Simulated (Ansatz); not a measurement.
Runs of Ansatz 0.2.0 on NbAs. It takes space group I4_1md (No. 109, tetragonal). Conventional cell: a = 3.452 Å, b = 3.452 Å, c = 11.680 Å, α = 90.00°, β = 90.00°, γ = 90.00°. Nb (site symmetry 2mm) is surrounded by 6 As at 2.60 to 2.63 Å. Around As (site symmetry 2mm) lie 6 Nb at 2.60 to 2.63 Å. 

```tsv
task	level	spin	cell	k mesh	points for each segment of the path	mesh quality	gap on the mesh (eV)	pressure (GPa)	largest force (eV/Å)
relaxation of cell and atoms	RPBE	off	relaxed	11 × 11 × 11	-	not flagged	-	0.0	0.01
band structure	B3LYP	off	as given	6 × 6 × 6	4	coarse	-	(b)	0.31
band structure	RPBE	off	as given	11 × 11 × 11	14	not flagged	none	(a)	0.30
band structure	HSE03	off	as given	6 × 6 × 6	4	coarse	-	-0.8	0.29
band structure	PBEsol	SOC, no magnetisation	as given	8 × 8 × 8	14	not flagged	none	-2.3	0.29
```

Alike in all rows: potentials or basis Ansatz PAW; cutoff (eV) 420; smearing fermi-dirac 0.05 eV.

Question: Fill in the values left out.

Answer: (a) 5.9; (b) 6.2.

Caveats: some runs use coarse meshes; the PAW data sets come from PBE, with cores solved anew for the run's functional, which leaves a small shift of forces and pressure; the thresholds are loose for stress (some runs); the plane-wave basis is chosen anew once the cell has moved, so the energies of steps on either side of that aren't comparable (some runs).

A k mesh can miss the band edges, and rows without SOC leave out spin-orbit coupling on As, Nb.

A gap of «none» marks a metal or a gap under the smearing width.
